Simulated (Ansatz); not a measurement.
# BAs: stress in a strained cell

Aim: deform BAs (equal xx and yy strain of -2 %) and compute stress, forces and field gradients with LAPW, PAW and all-electron datasets made for the crystal.

Computed with Ansatz 0.2.0 (DFT LDA, scalar-relativistic, unless a step's input says otherwise).

### Step 1. The structure to begin with

Symmetry: F-43m, No. 216, cubic system. Conventional cell: a = 4.777 Å, b = 4.777 Å, c = 4.777 Å, α = 90.00°, β = 90.00°, γ = 90.00°. Around B (site symmetry -43m) lie 4 As at 2.07 Å. As (site symmetry -43m) has 4 B at 2.07 Å as nearest neighbours.

Structure file:

```
CELL_PARAMETERS angstrom
0.00000 2.38850 2.38850
2.38850 0.00000 2.38850
2.38850 2.38850 0.00000
ATOMIC_POSITIONS crystal
B 0.00000 0.00000 0.00000
As 0.75000 0.75000 0.75000
```

Atoms are numbered in the order of the input: B1, As2.

### Step 2. The deformed structure

Space group F-43m before, I-4m2 after.

### Step 3. LAPW, all electrons

input.yaml

```yaml
crystal:
  lattice:
    - [0.0, 2.34073, 2.3885]
    - [2.34073, 0.0, 2.3885]
    - [2.34073, 2.34073, 0.0]
  atoms:
    - { symbol: B, position: [0.0, 0.0, 0.0] }
    - { symbol: As, position: [0.75, 0.75, 0.75] }
kpoints:
  mp_grid: { grid: [15, 15, 15] }
  band_path:
    path:
      - [0.0, 0.0, 0.0]
      - [0.5, 0.0, 0.5]
      - [0.75, 0.25, 0.5]
      - [0.5, 0.5, 0.5]
      - [0.0, 0.0, 0.0]
      - [0.5, 0.5, 0.0]
      - [0.62995, 0.62995, 0.2599]
      - [0.37005, 0.37005, 0.7401]
      - [0.0, 0.0, 0.0]
    npoints: 5
scf:
  occupations: { method: fermi_dirac, width: 0.03 }
hamiltonian:
  xc: lda
  pseudopotentials: { kind: all_electron, lapw: { basis_error: 0.00025 } }
output:
  forces: true
  stress: true
  eigenvalues: true
```

Launch:

```sh
$ ansatz run input.yaml --threads 1 --pin off --max-ram 3072MiB --backend cpu --events-out ev --progress --plain --runs-dir out
```

### Step 4. Frozen-core PAW

input.yaml

```yaml
crystal:
  lattice:
    - [0.0, 2.34073, 2.3885]
    - [2.34073, 0.0, 2.3885]
    - [2.34073, 2.34073, 0.0]
  atoms:
    - { symbol: B, position: [0.0, 0.0, 0.0] }
    - { symbol: As, position: [0.75, 0.75, 0.75] }
kpoints:
  mp_grid: { grid: [15, 15, 15] }
scf:
  occupations: { method: fermi_dirac, width: 0.03 }
hamiltonian:
  xc: lda
  pseudopotentials: { kind: paw }
output:
  forces: true
  stress: true
  eigenvalues: true
  efg: { contact_densities: true }
```

### Step 5. All-electron PAW on datasets made for the crystal

Changes to input.yaml since step 4:

```diff
@@ -14,3 +14,3 @@
   xc: lda
-  pseudopotentials: { kind: paw }
+  pseudopotentials: { kind: all_electron, datasets: crystal }
 output:
```

(Steps that only read results are left out.)

**Question.** What will these runs give? Wanted: pressure; largest shear or deviatoric stress.

**Answer**, as computed:

| quantity | value |
| --- | --- |
| pressure | LAPW 1.82, PAW 1.82, crystal datasets 1.82 GPa |
| largest shear or deviatoric stress (LAPW) | 3.00 GPa |

What this shows: The largest part of the stress beyond the pressure is 3.00 GPa in size, in the zz component; the atoms are carried along and not relaxed. No run of the undeformed cell stands beside it, so the pressure holds what the given cell had before the change. PAW: stress within 0.01 GPa of LAPW. Crystal datasets: stress within 0.01 GPa of LAPW.
